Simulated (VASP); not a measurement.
## Results of a VASP single-point calculation on CaO (strained rocksalt)

POSCAR

```
Ca O
 1.0000000000000000
     0.0000000000000000    2.3256236101000001    2.4370317782000002
     2.3256236101000001    0.0000000000000000    2.4370317782000002
     2.3256236101000001    2.3256236101000001    0.0000000000000000
 Ca  O
   1   1
Cartesian
  0.0000000000000000  0.0000000000000000  0.0000000000000000
  2.3256236101000001  2.3256236101000001  2.4370317782000002
```

| Property | Result |
| --- | --- |
| gap between bands v and c | 3.53 eV |
| least direct gap | 3.91 eV |

Band v is the last that the valence electrons fill when counted band by band, and c is the next. Levels in eV from the top of v:

| point | v−1 | v | c | c+1 |
| --- | --- | --- | --- | --- |
| Γ | 0.00 | 0.00 | 5.00 | 6.09 |
| X | -0.50 | -0.38 | 3.53 | 8.34 |
| K | -1.43 | -0.85 | 5.33 | 8.26 |
| L | -1.37 | -1.37 | 7.25 | 8.59 |
| W | -1.28 | -1.02 | 6.50 | 6.61 |

Problem. Which of these levels of theory gave these results?
A. PBEsol
B. PBE0
C. PBE with spin–orbit coupling
D. r²SCAN
E. PBE
F. LDA
G. HSE06

Solution. E.

The INCAR was:

```
NSW = 0
SIGMA = 0.02
EDIFF = 1E-7
NBANDS = 15
PREC = Accurate
ISIF = 2
LCHARG = .FALSE.
GGA = PE
NELM = 120
IBRION = -1
LREAL = .FALSE.
LWAVE = .FALSE.
LASPH = .TRUE.
ISMEAR = -1
ENCUT = 520
```
